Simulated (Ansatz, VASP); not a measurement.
## Two plane-wave programs on AgCl

```
Ag Cl
1.0
    -2.14824    2.14824    3.01181
     2.14824   -2.14824    3.01181
     2.14824    2.14824   -3.01181
Ag Cl
1 1
Direct
  0.00000 0.00000 0.00000
  0.25000 0.75000 0.50000
```

Alike in both runs: functional PBE; k mesh 8 × 8 × 8; occupations gaussian, width 0.02 eV; no spin polarisation.

Ansatz relaxed the structure, and its values are those at the end. VASP's run is a single point on that final structure, the one shown.

```csv
,VASP,Ansatz
version,VASP 6.6.1,Ansatz 0.2.0
potentials or method,"VASP PAW PBE potentials, release 64 (Ag, Cl)","scalar-relativistic, plane waves, PAW"
plane-wave cutoff (eV),520,420
valence electrons in the cell,18,26
```

Ansatz gave:

| Property | Result |
| --- | --- |
| gap on the k mesh at the Fermi level (eV) | 1.29 |
| least direct gap on the mesh (eV) | 1.29 |
| pressure (GPa) | 0.0 |

Task: Which values does VASP return?

Result: gap on the k mesh at the Fermi level (eV): 1.29; least direct gap on the mesh (eV): 1.29; pressure (GPa): -0.1.

The two sets of potentials don't hold the same shells in valence.

A k mesh can miss the band edges. As with any semilocal functional, this PBE gap is likely too small.
